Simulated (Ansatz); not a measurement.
Relax this structure to zero stress and force, keeping its symmetry:

Space group Fm-3m (No. 225). a = 5.712 Å, b = 5.712 Å, c = 5.712 Å, α = 90.00°, β = 90.00°, γ = 90.00°
| atom | site | symmetry | x | y | z |
| --- | --- | --- | --- | --- | --- |
| Ca | 4a | m-3m | 0.0000 | 0.0000 | 0.0000 |
| S | 4b | m-3m | 0.5000 | 0.0000 | 0.0000 |

The calculation used DFT LDA, scalar-relativistic, plane waves, PAW in Ansatz.

Cutoff 420 eV; k points 8×8×8 on the computed 2-atom cell (Γ-centred); Gaussian smearing, width 0.02 eV; no spin polarisation.

**Question.** What does it relax to?

**Answer.** The volume decreases by 1.76 Å³/atom to 21.54 Å³/atom, and the energy falls by 26.6 meV/atom. Final structure:
Space group Fm-3m (No. 225). a = 5.565 Å, b = 5.565 Å, c = 5.565 Å, α = 90.00°, β = 90.00°, γ = 90.00°
```
atom site symmetry x y z
  Ca    4a m-3m  0.0000  0.0000  0.0000
   S    4b m-3m  0.5000  0.0000  0.0000
```

Course of the relaxation (steps run on the plane waves of an earlier cell, and the basis is chosen afresh near the end, so energy and pressure can step there; trial steps that raised the energy were taken back; energies are free energies):

| step | E − E_final (meV/atom) | P (GPa) | V (Å³/atom) |
| --- | --- | --- | --- |
| 1 | 26.6 | -4.52 | 23.30 |
| 2 | 8.6 | 3.19 | 20.62 |
| 3 | 0.1 | -0.37 | 21.65 |
| 4 | -0.1 | -0.02 | 21.54 |
| 5 | 0.0 | -0.02 | 21.54 |

Cost: 1 run of about 0.074 core-minutes, on Arm Neoverse V2 (shared hosts).